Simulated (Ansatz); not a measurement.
# ZrB (rocksalt): equation of state, part 2 of 2

Aim: the bulk modulus of ZrB (rocksalt) from energies at several volumes around the relaxed one.

Ansatz 0.2.0; DFT PBE, scalar-relativistic, plane waves, PAW. The steps go on from the part before.

## 6. At 1.070 of the relaxed volume

Input file input.yaml:

```yaml
crystal:
  lattice:
    - [0.0, 2.5080524588, 2.5080524588]
    - [2.5080524588, 0.0, 2.5080524588]
    - [2.5080524588, 2.5080524588, 0.0]
  atoms:
    - { symbol: Zr, position: [0.5, 0.5, 0.5] }
    - { symbol: B, position: [0.0, 0.0, 0.0] }
basis:
  ecutwfc: 420
  ecutrho_ratio: 4
kpoints:
  mp_grid: { grid: [12, 12, 12] }
hamiltonian:
  xc: pbe
scf:
  occupations: { method: gaussian, width: 0.05 }
output:
  forces: true
  stress: true
  eigenvalues: true
```

Command:

```sh
$ ansatz run input.yaml --threads 2 --pin off --max-ram 2662MiB --backend cpu --events-out ev --progress --plain --runs-dir out
```

Log, shortened:

```text
Warning: RAYON_NUM_THREADS=2 ignored (pool sized by the plan → 2); use --threads N
[...]
Pseudopotentials: kind: paw
Pseudopotential: Zr, paw, valence charge 12, recommended cutoff 420 eV (normal), Zr.paw.azcp
Pseudopotential: B, paw, valence charge 3, recommended cutoff 420 eV (normal), B.paw.azcp
Functional definition: PBE
[...]
Crystal: 2 atoms, lattice volume = 31.553 Å³
Basis set: ecut = 420 eV, 609 PW (Γ), exchange–correlation on 48×48×48 points (8 copies of the dense FFT grid, shifted against one another)
Bands: 12, of which v1, the nominal top of the filled ones, is band 8 counted from 1 (7 counted from 0)
Symmetry: 48 space group operations
Space group: Fm-3m (ITA 225), of the structure as read, at distance tolerance 3.2e-5 Å
k-points: 72 of 1728
[...]
SCF iter   1: F=—  HF=-4340.474942 eV  |F-HF|=—  |Δ(HF+E_count)|=         —  Δρ=2.41e-3  dr2=2.85e-3  ethr=1.77e-3  ⟨swp⟩=4.9  Hψ=4319  notcnv=0
[...]
SCF iter   6: F=-4340.473867 eV  HF=-4340.473867 eV  |F-HF|=3.95e-9  |Δ(HF+E_count)|=   1.06e-8  Δρ=5.86e-6  dr2=6.42e-9  ethr=3.39e-10  ⟨swp⟩=3.2  Hψ=3267  notcnv=0
[...]
SCF converged after 6 iterations
Free energy (F): -4340.473867 eV
[...]
E sigma→0 (E₀):  -4340.473395 eV
Entropy (-TS):   -0.000944 eV (-0.472 meV/atom)
Fermi energy:    11.231376 eV
[...]
--- Forces (eV/Å), atoms counted from 1 ---
  atom   1  Zr     0.00000000    -0.00000000     0.00000000
  atom   2  B     -0.00000000     0.00000000     0.00000000
[...]
--- Stress (GPa, compression-positive) ---
       -9.506850       0.000000       0.000000
        0.000000      -9.506850       0.000000
        0.000000      -0.000000      -9.506850
  P = ⅓ Tr σ = -9.5069 GPa (-95.069 kbar)
--- Band table (eV; the first three rows and the last of 72) ---
  k-point 0: bands = ["-36.5454", "-14.3895", "-14.3895", "-14.3895", "3.3595", "12.8998", "12.8998", "12.8998", "14.1481", "14.1481", "14.5079", "14.5079"]
[...]
```

Wall time 0.91 s (2 threads of Arm Neoverse V1, shared host); peak memory 0.31 GiB.

Result: volume 15.776 Å³/atom, pressure -9.51 GPa, no gap.

## 7. Volume × 1.100

input.yaml, as its differences from that of step 6:

```diff
@@ -2,5 +2,5 @@
   lattice:
-    - [0.0, 2.5080524588, 2.5080524588]
-    - [2.5080524588, 0.0, 2.5080524588]
-    - [2.5080524588, 2.5080524588, 0.0]
+    - [0.0, 2.5312764881, 2.5312764881]
+    - [2.5312764881, 0.0, 2.5312764881]
+    - [2.5312764881, 2.5312764881, 0.0]
   atoms:
```

Command:

```sh
$ ansatz run input.yaml --threads 2 --pin off --max-ram 2662MiB --backend cpu --events-out ev --progress --plain --runs-dir out
```

Log, shortened:

```text
Warning: RAYON_NUM_THREADS=2 ignored (pool sized by the plan → 2); use --threads N
[...]
Pseudopotentials: kind: paw
Pseudopotential: Zr, paw, valence charge 12, recommended cutoff 420 eV (normal), Zr.paw.azcp
Pseudopotential: B, paw, valence charge 3, recommended cutoff 420 eV (normal), B.paw.azcp
Functional definition: PBE
[...]
Crystal: 2 atoms, lattice volume = 32.438 Å³
Basis set: ecut = 420 eV, 609 PW (Γ), exchange–correlation on 48×48×48 points (8 copies of the dense FFT grid, shifted against one another)
Bands: 12, of which v1, the nominal top of the filled ones, is band 8 counted from 1 (7 counted from 0)
Symmetry: 48 space group operations
Space group: Fm-3m (ITA 225), of the structure as read, at distance tolerance 3.2e-5 Å
k-points: 72 of 1728
[...]
SCF iter   1: F=—  HF=-4340.413556 eV  |F-HF|=—  |Δ(HF+E_count)|=         —  Δρ=2.20e-3  dr2=2.34e-3  ethr=1.77e-3  ⟨swp⟩=4.9  Hψ=4322  notcnv=0
[...]
SCF iter   6: F=-4340.412399 eV  HF=-4340.412399 eV  |F-HF|=2.85e-9  |Δ(HF+E_count)|=   3.97e-9  Δρ=4.85e-6  dr2=4.91e-9  ethr=2.11e-10  ⟨swp⟩=3.3  Hψ=3231  notcnv=0
[...]
SCF converged after 6 iterations
Free energy (F): -4340.412399 eV
[...]
E sigma→0 (E₀):  -4340.411939 eV
Entropy (-TS):   -0.000920 eV (-0.460 meV/atom)
Fermi energy:    10.871245 eV
[...]
--- Forces (eV/Å), atoms counted from 1 ---
  atom   1  Zr     0.00000000     0.00000000     0.00000000
  atom   2  B     -0.00000000     0.00000000     0.00000000
[...]
--- Stress (GPa, compression-positive) ---
      -12.679230       0.000000       0.000000
        0.000000     -12.679230      -0.000000
        0.000000      -0.000000     -12.679230
  P = ⅓ Tr σ = -12.6792 GPa (-126.792 kbar)
--- Band table (eV; the first three rows and the last of 72) ---
  k-point 0: bands = ["-37.0329", "-14.8813", "-14.8813", "-14.8813", "3.0645", "12.5010", "12.5010", "12.5010", "13.6938", "13.6938", "14.0818", "14.0818"]
[...]
```

Run time: 0.95 s. Hardware: 2 threads of Arm Neoverse V1, shared host; peak memory 0.31 GiB.

Read off: volume 16.219 Å³/atom, pressure -12.68 GPa, a metal on this mesh.

## 8. Scaling the volume by 0.945

input.yaml, as its differences from that of step 7:

```diff
@@ -2,5 +2,5 @@
   lattice:
-    - [0.0, 2.5312764881, 2.5312764881]
-    - [2.5312764881, 0.0, 2.5312764881]
-    - [2.5312764881, 2.5312764881, 0.0]
+    - [0.0, 2.4063158201, 2.4063158201]
+    - [2.4063158201, 0.0, 2.4063158201]
+    - [2.4063158201, 2.4063158201, 0.0]
   atoms:
```

Command:

```sh
$ ansatz run input.yaml --threads 2 --pin off --max-ram 2662MiB --backend cpu --events-out ev --progress --plain --runs-dir out
```

Log, shortened:

```text
Warning: RAYON_NUM_THREADS=2 ignored (pool sized by the plan → 2); use --threads N
[...]
Pseudopotentials: kind: paw
Pseudopotential: Zr, paw, valence charge 12, recommended cutoff 420 eV (normal), Zr.paw.azcp
Pseudopotential: B, paw, valence charge 3, recommended cutoff 420 eV (normal), B.paw.azcp
Functional definition: PBE
[...]
Crystal: 2 atoms, lattice volume = 27.867 Å³
Basis set: ecut = 420 eV, 537 PW (Γ), exchange–correlation on 48×48×48 points (8 copies of the dense FFT grid, shifted against one another)
Bands: 12, of which v1, the nominal top of the filled ones, is band 8 counted from 1 (7 counted from 0)
Symmetry: 48 space group operations
Space group: Fm-3m (ITA 225), of the structure as read, at distance tolerance 3.0e-5 Å
k-points: 72 of 1728
[...]
SCF iter   1: F=—  HF=-4340.490504 eV  |F-HF|=—  |Δ(HF+E_count)|=         —  Δρ=2.87e-3  dr2=3.26e-3  ethr=1.77e-3  ⟨swp⟩=5.0  Hψ=4325  notcnv=0
[...]
SCF iter   6: F=-4340.489467 eV  HF=-4340.489467 eV  |F-HF|=1.51e-8  |Δ(HF+E_count)|=   4.64e-8  Δρ=1.47e-5  dr2=2.51e-8  ethr=6.67e-10  ⟨swp⟩=5.7  Hψ=3933  notcnv=0
[...]
SCF converged after 6 iterations
Free energy (F): -4340.489467 eV
[...]
E sigma→0 (E₀):  -4340.488871 eV
Entropy (-TS):   -0.001192 eV (-0.596 meV/atom)
Fermi energy:    12.960678 eV
[...]
--- Forces (eV/Å), atoms counted from 1 ---
  atom   1  Zr     0.00000000    -0.00000000     0.00000000
  atom   2  B     -0.00000000    -0.00000000     0.00000000
[...]
--- Stress (GPa, compression-positive) ---
       10.157262       0.000000      -0.000000
        0.000000      10.157262       0.000000
       -0.000000      -0.000000      10.157262
  P = ⅓ Tr σ = 10.1573 GPa (101.573 kbar)
--- Band table (eV; the first three rows and the last of 72) ---
  k-point 0: bands = ["-34.2464", "-12.0541", "-12.0541", "-12.0541", "4.8228", "14.7879", "14.7879", "14.7879", "16.3088", "16.3088", "16.5404", "16.5404"]
[...]
```

Run time: 0.88 s. Hardware: 2 threads of Arm Neoverse V1, shared host; peak memory 0.3 GiB.

Result: volume 13.933 Å³/atom, pressure 10.16 GPa, a metal on this mesh.

## 9. Energy and pressure against volume

Energies have the smearing extrapolated to zero and count from the lowest point.

| volume (Å³/atom) | energy (meV/atom) | pressure (GPa) | gap (eV) |
| --- | --- | --- | --- |
| 13.933 | 24.59 | 10.16 | metal |
| 14.155 | 12.69 | 7.11 | metal |
| 14.449 | 3.07 | 3.38 | metal |
| 14.744 | 0.00 | 0.00 | metal |
| 15.039 | 2.85 | -3.05 | metal |
| 15.334 | 11.05 | -5.83 | metal |
| 15.776 | 32.33 | -9.51 | metal |
| 16.219 | 63.06 | -12.68 | metal |

volume (Å³/atom), energy (meV/atom) and a bar:
```
    13.93       24.6 ############
    14.15       12.7 ######
    14.45        3.1 #
    14.74        0.0 
    15.04        2.8 #
    15.33       11.1 #####
    15.78       32.3 ###############
    16.22       63.1 ##############################
```

## 10. Outcome

The summary covers parts 1 to 2.

| quantity | value |
| --- | --- |
| V0 | 14.745 Å³/atom |
| B0 | 161 GPa |
| B0′ | 3.9 |
| scatter of the fit | 0.001 meV/atom |

**Reading.** The fitted minimum lies at 14.75 Å³/atom, and the bulk modulus is 161 GPa. One per cent of compression takes about 1.6 GPa. These are values at 0 K without zero-point motion.
